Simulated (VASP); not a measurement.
# Ni (Fm-3m) in VASP: further runs

Runs on Ni. Level: PBE. Tasks: relaxation of cell and atoms.

Program: VASP 6.6.1. These are calculated values, not measurements. Logs are shortened: lines on timing, memory, paths and dates and some standing lists are left out, and cuts for length are marked.

## Step 1: Starting point

Symmetry: Fm-3m, No. 225, cubic system. The conventional cell has a = 3.524 Å, b = 3.524 Å, c = 3.524 Å, α = 90.00°, β = 90.00°, γ = 90.00°. Ni (site symmetry m-3m) is surrounded by 12 Ni at 2.49 Å.

## Step 2: Relaxation of cell and atoms, PBE, collinear spin, ferromagnetic start

INCAR reads:

```
SYSTEM = Ni
  PREC = Accurate
  ENCUT = 520
  EDIFF = 1E-7
  ISMEAR = 1
  SIGMA = 0.2
  LREAL = .False.
  LASPH = .True.
  NELM = 150
  ALGO = Normal
  ISIF = 3
  LWAVE = .False.
  LCHARG = .False.
  ISPIN = 2
  MAGMOM = 0.8
  LORBIT = 11
  LMAXMIX = 4
  GGA = PE
  IBRION = 2
  NSW = 80
  EDIFFG = -0.002
```

KPOINTS reads:

```
regular mesh
0
Gamma
  20 20 20
  0 0 0
```

POSCAR reads:

```
Ni
1.0
    0.0000000000      1.7619350000      1.7619350000
    1.7619350000      0.0000000000      1.7619350000
    1.7619350000      1.7619350000      0.0000000000
Ni
1
Direct
    0.0000000000      0.0000000000      0.0000000000
```

Potentials or basis: VASP PAW PBE potentials, release 64 (Ni).

Command:

```sh
$ cat potpaw_PBE.64/Ni/POTCAR > POTCAR
$ mpirun -np 1 vasp_std > vasp.out
```

OUTCAR:

```text
SYSTEM = Ni
   PREC = Accurate
   ENCUT = 520
   EDIFF = 1E-7
   ISMEAR = 1
   LREAL = .False.
   LASPH = .True.
   NELM = 150
   ISIF = 3
   ISPIN = 2
   LORBIT = 11
   GGA = PE
   IBRION = 2
   NSW = 80
   EDIFFG = -0.002

 ion  position               nearest neighbor table
   1  0.000  0.000  0.000-

  LATTYP: Found a face centered cubic cell.
 ALAT       =     3.5238700000

  Lattice vectors:

 A1 = (   0.0000000000,   1.7619350000,   1.7619350000)
 A2 = (   1.7619350000,   0.0000000000,   1.7619350000)
 A3 = (   1.7619350000,   1.7619350000,   0.0000000000)

Analysis of symmetry for initial positions (statically):
=====================================================================
 Subroutine PRICEL returns:
 Original cell was already a primitive cell.

 Routine SETGRP: Setting up the symmetry group for a
 face centered cubic supercell.

 Subroutine GETGRP returns: Found 48 space group operations
 (whereof 48 operations were pure point group operations)
 out of a pool of 48 trial point group operations.

The static configuration has the point symmetry O_h .

Analysis of symmetry for dynamics (positions and initial velocities):
=====================================================================
 Subroutine PRICEL returns:
 Original cell was already a primitive cell.

 Routine SETGRP: Setting up the symmetry group for a
 face centered cubic supercell.

 Subroutine GETGRP returns: Found 48 space group operations
 (whereof 48 operations were pure point group operations)
 out of a pool of 48 trial point group operations.

The dynamic configuration has the point symmetry O_h .

Analysis of structural, dynamic, and magnetic symmetry:
=====================================================================
 Subroutine PRICEL returns:
 Original cell was already a primitive cell.

 Routine SETGRP: Setting up the symmetry group for a
 face centered cubic supercell.

 Subroutine GETGRP returns: Found 48 space group operations
 (whereof 48 operations were pure point group operations)
 out of a pool of 48 trial point group operations.

The overall configuration has the point symmetry O_h .

 Subroutine INISYM returns: Found 48 space group operations
 (whereof 48 operations are pure point group operations),
 and found     1 'primitive' translations

----------------------------------------------------------------------------------------

                                     Primitive cell

  volume of cell :      10.9396

  direct lattice vectors                    reciprocal lattice vectors
     0.000000000  1.761935000  1.761935000    -0.283778914  0.283778914  0.283778914
     1.761935000  0.000000000  1.761935000     0.283778914 -0.283778914  0.283778914
     1.761935000  1.761935000  0.000000000     0.283778914  0.283778914 -0.283778914

  length of vectors
     2.491752373  2.491752373  2.491752373     0.491519496  0.491519496  0.491519496

  position of ions in fractional coordinates (direct lattice)
     0.000000000  0.000000000  0.000000000

  ion indices of the primitive-cell ions
   primitive index   ion index
                 1           1

----------------------------------------------------------------------------------------

 KPOINTS: regular mesh

Automatic generation of k-mesh.
 Grid dimensions read from file:
 generate k-points for:   20   20   20

 Generating k-lattice:

  Cartesian coordinates                     Fractional coordinates (reciprocal lattice)
    -0.014188946  0.014188946  0.014188946     0.050000000  0.000000000  0.000000000
     0.014188946 -0.014188946  0.014188946     0.000000000  0.050000000  0.000000000
     0.014188946  0.014188946 -0.014188946     0.000000000  0.000000000  0.050000000

  Length of vectors
     0.024575975  0.024575975  0.024575975

  Shift w.r.t. Gamma in fractional coordinates (k-lattice)
     0.000000000  0.000000000  0.000000000

 Subroutine IBZKPT returns following result:
 ===========================================

 Found    256 irreducible k-points:

 Following reciprocal coordinates:
            Coordinates               Weight
  0.000000  0.000000  0.000000      1.000000
  0.050000  0.000000  0.000000      8.000000
  0.100000  0.000000  0.000000      8.000000
  0.150000  0.000000  0.000000      8.000000
  0.200000  0.000000  0.000000      8.000000
  0.250000  0.000000  0.000000      8.000000
[... 16 lines left out ...]
 -0.400000  0.050000  0.000000     24.000000
 -0.350000  0.050000  0.000000     24.000000
 [... further k-points ...]
   k-points           NKPTS =    256   k-points in BZ     NKDIM =    256   number of bands    NBANDS=      9
   number of dos      NEDOS =    301   number of ions     NIONS =      1
   total plane-waves  NPLWV =   8000
   dimension x,y,z NGX =    20 NGY =   20 NGZ =   20
   dimension x,y,z NGXF=    40 NGYF=   40 NGZF=   40
   ions per type =               1
   NGX,Y,Z   is equivalent  to a cutoff of  13.34, 13.34, 13.34 a.u.
   NGXF,Y,Z  is equivalent  to a cutoff of  26.69, 26.69, 26.69 a.u.
 SYSTEM =  Ni
   PREC   = accura    normal or accurate (medium, high low for compatibility)
   ISTART =      0    job   : 0-new  1-cont  2-samecut
   ICHARG =      2    charge: 1-file 2-atom 10-const
   ISPIN  =      2    spin polarized calculation?
   LNONCOLLINEAR =      F non collinear calculations
   LSORBIT =      F    spin-orbit coupling
   LASPH  =      T    aspherical Exc in radial PAW
   ENCUT  =  520.0 eV  38.22 Ry    6.18 a.u.   4.63  4.63  4.63*2*pi/ulx,y,z
   NELM   =    150;   NELMIN=  2; NELMDL= -5     # of ELM steps
   EDIFF  = 0.1E-06   stopping-criterion for ELM
   LREAL  =      F    real-space projection
   EDIFFG = -.2E-02   stopping-criterion for IOM
   NSW    =     80    number of steps for IOM
   IBRION =      2    ionic relax: 0-MD 1-quasi-New 2-CG
   NFREE  =      1    steps in history (QN), initial steepest desc. (CG)
   ISIF   =      3    stress and relaxation
   ISYM   =      2    0-nonsym 1-usesym 2-fastsym
   POTIM  = 0.5000    time-step for ionic-motion
   TEBEG  =    0.0;   TEEND  =   0.0 temperature during run
   PSTRESS=    0.0 pullay stress
   NELECT =      10.0000    total number of electrons
   NUPDOWN=      -1.0000    fix difference up-down
   EMIN   =  10.00;   EMAX   =-10.00  energy-range for DOS
   EFERMI =   0.00;   METHOD = LEGACY
   ISMEAR =     1;   SIGMA  =   0.20  broadening in eV -4-tet -1-fermi 0-gaus
   EFERMI_NEDOS =   21; number of points for ismear=-14 and -15
   IALGO  =     38    algorithm
   IMIX   =      4    mixing-type and parameters
     AMIX     =   0.40;   BMIX     =  1.00
     AMIX_MAG =   1.60;   BMIX_MAG =  1.00
  volume/ion in A,a.u.               =      10.94        73.82
  Fermi-wavevector in a.u.,A,eV,Ry     =   1.588821  3.002436 34.345893  2.524352
  Thomas-Fermi vector in A             =   2.687765
   LORBIT       =     11    0 simple, 1 ext, 2 COOP (PROOUT), +10 PAW based schemes
   GGA     = PE    functional components
   LHFCALC =     F    Hartree Fock is set to
   AEXX    =    0.0000 exact exchange contribution
   IVDW    =     0    specifies the selected vdW correction
   LEPSILON=     F    determine dielectric tensor
   LRPA    =     F    only Hartree local field effects (RPA)
 conjugate gradient relaxation of ions
 spin polarized calculation
 Methfessel and Paxton  Order N= 1 SIGMA  =   0.20
  energy-cutoff  :      520.00
  volume of cell :       10.94
 maximum number of plane-waves:       306
   NGX =  9   NGY =  9   NGZ =  9

--------------------------------------- Ionic step        1  -------------------------------------------

 number of electron      10.0000010 magnetization       0.6300252

 Free energy of the ion-electron system (eV)
  ---------------------------------------------------
  ext. energy  EPLUGINS =         0.00000000
  ---------------------------------------------------
  free energy    TOTEN  =        -5.47096297 eV

  energy without entropy =       -5.46942342  energy(sigma->0) =       -5.47044978

------------------------ aborting loop because EDIFF is reached ----------------------------------------

  FORCE on cell =-STRESS in cart. coord.  units (eV):
  Direction    XX          YY          ZZ          XY          YZ          ZX
  --------------------------------------------------------------------------------------
  -------------------------------------------------------------------------------------
  Total       -0.0687326     -0.0687326     -0.0687326     -0.0000000      0.0000000      0.0000000
  in kB      -10.0663831    -10.0663831    -10.0663831     -0.0000000      0.0000000      0.0000000
  external PRESSURE =     -10.0663831 kB  Pullay stress =       0.0000000 kB
[... 55 lines left out ...]
  energy  without entropy=       -5.4695110126  energy(sigma->0) =       -5.47049217

--------------------------------------- Ionic step        3  -------------------------------------------

 number of electron      10.0000009 magnetization       0.6295694

 Free energy of the ion-electron system (eV)
  ---------------------------------------------------
  ext. energy  EPLUGINS =         0.00000000
  ---------------------------------------------------
  free energy    TOTEN  =        -5.47113874 eV

  energy without entropy =       -5.46963526  energy(sigma->0) =       -5.47063758

 E-fermi :   9.3706     XC(G=0): -13.2537

 val. band max:        9.3705771789   @ k =   0.3500   0.2500   0.0500
 cond. band min:       9.3724090090   @ k =  -0.4500   0.5000   0.0500
 fundamental gap:      0.0018318301
 Fermi energy:         9.3706208098

 spin component 1

 k-point     1 :       0.0000    0.0000    0.0000
  band No.  band energies     occupation
      1       0.3645      1.00000
      2       6.9327      1.00000
      3       6.9327      1.00000
      4       6.9327      1.00000
      5       8.1133      1.00000
      6       8.1133      1.00000
      7      33.0938      0.00000
      8      36.9520      0.00000
      9      36.9520      0.00000
[... 265 lines left out ...]
 k-point    24 :      -0.3500    0.0500    0.0000
  band No.  band energies     occupation
      1       4.1904      1.00000
      2       7.0217      1.00000
      3       7.0766      1.00000
      4       7.1973      1.00000
      5       8.4416      1.00000
      6       8.7914      1.00017
      7      18.5094      0.00000
      8      31.0537      0.00000
      9      33.4193      0.00000

 [... further k-points ...]

 spin component 2

 k-point     1 :       0.0000    0.0000    0.0000
  band No.  band energies     occupation
      1       0.3283      1.00000
      2       7.6934      1.00000
      3       7.6934      1.00000
      4       7.6934      1.00000
      5       8.6987      1.00001
      6       8.6987      1.00001
      7      32.9291      0.00000
      8      36.9311      0.00000
      9      36.9311      0.00000
[... 304 lines left out ...]
  FREE ENERGIE OF THE ION-ELECTRON SYSTEM (eV)
  ---------------------------------------------------
  free  energy   TOTEN  =        -5.4711387413 eV

  energy  without entropy=       -5.4696352637  energy(sigma->0) =       -5.47063758

 reached required accuracy - stopping structural energy minimisation

 total charge

# of ion       s       p       d       tot
------------------------------------------
    1        0.498   0.498   8.314   9.309

 magnetization (x)

# of ion       s       p       d       tot
------------------------------------------
    1       -0.007  -0.025   0.674   0.642
```

It took 49 s on 1 thread of Intel Xeon 6975P-C (Granite Rapids), shared host; peak memory 0.17 GiB.

What came out:

```
Free energy                                           : -5.4711 eV
Relaxed volume                                        : 10.88 Å³/atom
Relaxed cell                                          : a = 2.487 Å, b = 2.487 Å, c = 2.487 Å, α = 60.00°, β = 60.00°, γ = 60.00°
Space group after relaxing (to 0.05 Å)                : Fm-3m (No. 225)
Energy gained by relaxing                             : 0.2 meV/atom
Ionic steps                                           : 3
Pressure after relaxing                               : 0.0 GPa
Band gap on the k mesh                                : none (metal or under the smearing width)
Net moment                                            : 0.63 μB per cell
Site moments                                          : Ni +0.64 μB
Valence electrons inside the program's atomic spheres : Ni 9.31
```

Step by step:
```
step  energy change (eV)  largest force (eV/Å)  pressure (GPa)  volume (Å³)
   1              0.0000                0.0000           -1.01        10.94
   2              0.0000                0.0000            0.97        10.83
   3             -0.0002                0.0000            0.01        10.88
```

Final structure:
```
Ni
1.0
     0.00000    1.75892    1.75892
     1.75892    0.00000    1.75892
     1.75892    1.75892    0.00000
Ni
1
Direct
  0.00000 0.00000 0.00000
```

(Continued in part 2 of 2.)
